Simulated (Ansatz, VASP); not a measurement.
# One calculation of PbO2, two programs

POSCAR

```
PbO2
1.0
    0.0000000000      2.6581699560      2.6581699560
    2.6581699560      0.0000000000      2.6581699560
    2.6581699560      2.6581699560      0.0000000000
Pb O
1 2
Direct
    0.0000000000      0.0000000000      0.0000000000
    0.2500000000      0.2500000000      0.2500000000
    0.7500000000      0.7500000000      0.7500000000
```

The input INCAR.step1:

```
SYSTEM = PbO2
  PREC = Accurate
  ENCUT = 520
  ISMEAR = -1
  SIGMA = 0.02
  LREAL = .False.
  LASPH = .True.
  NELM = 80
  NBANDS = 20
  GGA = PE
  ALGO = Normal
  EDIFF = 1E-4
  LWAVE = .True.
  LCHARG = .False.
```

The input INCAR.step2:

```
SYSTEM = PbO2
  PREC = Accurate
  ENCUT = 520
  EDIFF = 1E-6
  ISMEAR = -1
  SIGMA = 0.02
  LREAL = .False.
  LASPH = .True.
  NELM = 80
  ALGO = Normal
  ISIF = 2
  LWAVE = .False.
  LCHARG = .False.
  METAGGA = R2SCAN
  LMIXTAU = .True.
  NBANDS = 20
  ISTART = 1
```

File KPOINTS:

```
regular mesh
0
Gamma
  8 8 8
  0 0 0
```

Input for Ansatz:

```yaml
crystal:
  lattice:
    - [0.0, 2.658169956, 2.658169956]
    - [2.658169956, 0.0, 2.658169956]
    - [2.658169956, 2.658169956, 0.0]
  atoms:
    - { symbol: Pb, position: [0.0, 0.0, 0.0] }
    - { symbol: O, position: [0.25, 0.25, 0.25] }
    - { symbol: O, position: [0.75, 0.75, 0.75] }
kpoints:
  mp_grid: { grid: [8, 8, 8] }
  band_path:
    path:
      - [0.0, 0.0, 0.0]
      - [0.5, 0.0, 0.5]
      - [0.625, 0.25, 0.625]
      - [0.375, 0.375, 0.75]
      - [0.5, 0.5, 0.5]
      - [0.5, 0.25, 0.75]
    npoints: 1
hamiltonian:
  xc: r2scan
scf:
  occupations: { method: fermi_dirac, width: 0.02 }
  n_extra_bands: 4
output:
  forces: true
  stress: true
  eigenvalues: true
```

Alike in both runs: task single point; functional r2SCAN; k mesh 8 × 8 × 8; occupations fermi-dirac, width 0.02 eV; no spin polarisation.

```csv
,VASP,Ansatz
version,VASP 6.6.1,Ansatz 0.2.0
potentials or method,"VASP PAW PBE potentials, release 64 (Pb_d, O)","plane waves, PAW"
plane-wave cutoff (eV),520,500
valence electrons in the cell,26,26
```

```csv
,VASP,Ansatz,Ansatz less VASP
pressure (GPa),1.2,0.0,-1.14
```

Caveats: the PAW data sets were made with another functional, which shifts forces and pressure a little (VASP). The runs have no spin-orbit coupling, so splittings on Pb are missing.
